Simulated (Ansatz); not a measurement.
# Relaxation path: CdI₂

DFT, PBEsol, PAW with Ansatz's default frozen-core files, scalar-relativistic (Ansatz 0.2.0); a Γ-centred 8×8×4 k mesh, Fermi–Dirac smearing of 0.03 eV, no spin polarisation. The run relaxes shape and atoms at held volume.

Command: `ansatz run input.yaml --threads 1 --pin off --max-ram 3072MiB --backend cpu --events-out ev --progress --plain --runs-dir out` It took 23 s on 1 thread of Arm Neoverse V1, with other jobs on the host, peak memory 0.39 GiB.

PAW: frozen-core files, cutoff 420 eV; forces are relaxed below 0.01 eV/Å.

Each step lists its free energy a cell above the last geometry, the pressure, the cell vectors (Å), and Cartesian positions (Å) with forces (eV/Å).

The first step:

```
step 1  dF = 281.88 meV  P = 12.49 GPa
  cell 3.9398 0.0000 0.0000  -1.9699 3.4120 0.0000  0.0000 0.0000 6.3673
  Cd 0.0000 0.0000 0.0000   0.0000 0.0000 0.0000
  I 0.0000 2.2746 1.5867   0.0000 0.0000 1.6560
  I 1.9699 1.1373 4.7806   0.0000 0.0000 -1.6560
```

Spin–orbit coupling is left out, which matters for the heavy atoms. The PAW files were made under PBE.

Task: Where does the relaxation end, and by which steps?

Result: After 4 geometries, with conventional a, b, c = 3.978, 3.978, 6.244 Å, at 28.531 Å³/atom and 7.42 GPa in space group P-3m1, with a shortest distance of 2.873 Å. The further steps:
```
step 2  dF = 9.70 meV  P = 6.85 GPa
  cell 3.9451 0.0000 0.0000  -1.9726 3.4166 0.0000  0.0000 0.0000 6.3500
  Cd 0.0000 0.0000 0.0000   0.0000 0.0000 0.0000
  I 0.0000 2.2777 1.7769   0.0000 0.0000 -0.2183
  I 1.9726 1.1389 4.5731   0.0000 0.0000 0.2183
step 3  dF = 0.32 meV  P = 7.38 GPa
  cell 3.9703 0.0000 0.0000  -1.9851 3.4384 0.0000  0.0000 0.0000 6.2699
  Cd 0.0000 0.0000 0.0000   0.0000 0.0000 0.0000
  I 0.0000 2.2922 1.7342   0.0000 0.0000 -0.0106
  I 1.9851 1.1461 4.5357   0.0000 0.0000 0.0106
step 4  dF = 0.00 meV  P = 7.42 GPa
  cell 3.9784 0.0000 0.0000  -1.9892 3.4454 0.0000  0.0000 0.0000 6.2444
  Cd 0.0000 0.0000 0.0000   0.0000 0.0000 0.0000
  I 0.0000 2.2969 1.7264   0.0000 0.0000 0.0026
  I 1.9892 1.1485 4.5181   0.0000 0.0000 -0.0026
step 5  dF = 0.02 meV  P = 7.42 GPa  (same geometry on a basis chosen anew; earlier energies don't compare to the last digit)
  cell 3.9784 0.0000 0.0000  -1.9892 3.4454 0.0000  0.0000 0.0000 6.2444
  Cd 0.0000 0.0000 0.0000   0.0000 0.0000 0.0000
  I 0.0000 2.2969 1.7264   0.0000 0.0000 0.0025
  I 1.9892 1.1485 4.5181   0.0000 0.0000 -0.0025
```
